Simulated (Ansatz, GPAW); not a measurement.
This is a calculation of Li (Lithium) for GPAW 26.7.0 (ASE script). 

Contents of run.py:

```python
from ase.dft.bandgap import bandgap
from ase.io import read, write
from ase.units import GPa
from gpaw import GPAW, PW

atoms = read('POSCAR')

calc = GPAW(mode=PW(800),
            xc='LDA',
            kpts={'size': (11, 11, 11), 'gamma': True},
            occupations={'name': 'methfessel-paxton', 'order': 0, 'width': 0.05},
            nbands=6,
            convergence={'density': 1e-05, 'energy': 1e-05},
            maxiter=150,
            txt='gpaw.txt')
atoms.calc = calc
energy = atoms.get_potential_energy()
forces = atoms.get_forces()
stress = atoms.get_stress()
calc.write('gs.gpw')
write('result.traj', atoms)
print(f'Energy: {energy:.6f} eV')
print('Forces (eV/A):')
print(forces.round(4))
print('Stress (GPa):', (stress / GPa).round(3))
print('Fermi level:', round(calc.get_fermi_level(), 4), 'eV')
print(f'Gap: {bandgap(calc)[0]:.4f} eV, direct: {bandgap(calc, direct=True)[0]:.4f} eV')
```

Contents of POSCAR:

```
Li
1.0
   -1.7546500000      1.7546500000      1.7546500000
    1.7546500000     -1.7546500000      1.7546500000
    1.7546500000      1.7546500000     -1.7546500000
Li
1
Direct
    0.0000000000      0.0000000000      0.0000000000
```

Potentials or basis: the program's PAW data sets (release 1.2.1) made for this functional, pw.

Command:

```console
$ OMP_NUM_THREADS=1 python run.py
```

Task: What does the same run look like in Ansatz 0.2.0? Potentials or basis there: Ansatz PAW, cutoff 420 eV.

Result: As run (cutoffs and basis follow the program's own potentials, and thresholds, step limits or extra output files can differ):

The input input.yaml:

```yaml
crystal:
  lattice:
    - [-1.75465, 1.75465, 1.75465]
    - [1.75465, -1.75465, 1.75465]
    - [1.75465, 1.75465, -1.75465]
  atoms:
    - { symbol: Li, position: [0.0, 0.0, 0.0] }
hamiltonian:
  xc: lda
  pseudopotentials: { kind: paw }
kpoints:
  mp_grid: { grid: [11, 11, 11] }
scf:
  occupations: { method: gaussian, width: 0.05 }
output:
  forces: true
  stress: true
  eigenvalues: true
```

Potentials or basis: Ansatz PAW.

Command:

```bash
$ ansatz run input.yaml --threads 2 --pin off --max-ram 5632MiB --backend cpu --events-out ev --progress --plain --runs-dir out
```

Both were run:

|  | GPAW | Ansatz |
| --- | --- | --- |
| Pressure | -1.5 GPa | -1.6 GPa |

Ansatz's pressure holds a Pulay term of +0.00 GPa for its cutoff of 420 eV, which the other run lacks.

The potentials hold 1 and 3 valence electrons a cell.

Ansatz's potentials were made for PBE.

Where Ansatz's input types no cutoff or centring, it takes its own default and a Γ-centred mesh.

The two programs' LDA may be different fits to the electron gas.

Pressure is positive in compression.
